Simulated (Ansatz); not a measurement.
The system is CaO.

```
Ca O
1.0
     0.00000    2.40356    2.40356
     2.40356    0.00000    2.40356
     2.40356    2.40356    0.00000
Ca O
1 1
Direct
  0.00000 0.00000 0.00000
  0.50000 0.50000 0.50000
```

The cell is a database's computed one.

Base run:

| Item | Value |
| --- | --- |
| Program | Ansatz 0.2.0 |
| Functional | HSE06 |
| Potentials or basis | all-electron PAW datasets made for the crystal |
| Cutoff | 340 eV (chosen from the basis error) |
| k mesh | 8 × 8 × 8 |
| Occupations | fermi-dirac, width 0.05 eV |
| Spin | no spin polarisation |

Its results: band gap on the k mesh 5.31 eV, indirect (least direct gap 5.73 eV); pressure -0.6 GPa.

**Question.** The run is repeated on the same cell with these changes: functional from HSE06 to PBE0. What comes out?

**Answer.** Band gap on the k mesh 6.05 eV, indirect (least direct gap 6.48 eV); pressure -0.7 GPa.

A k mesh can miss the band edges.
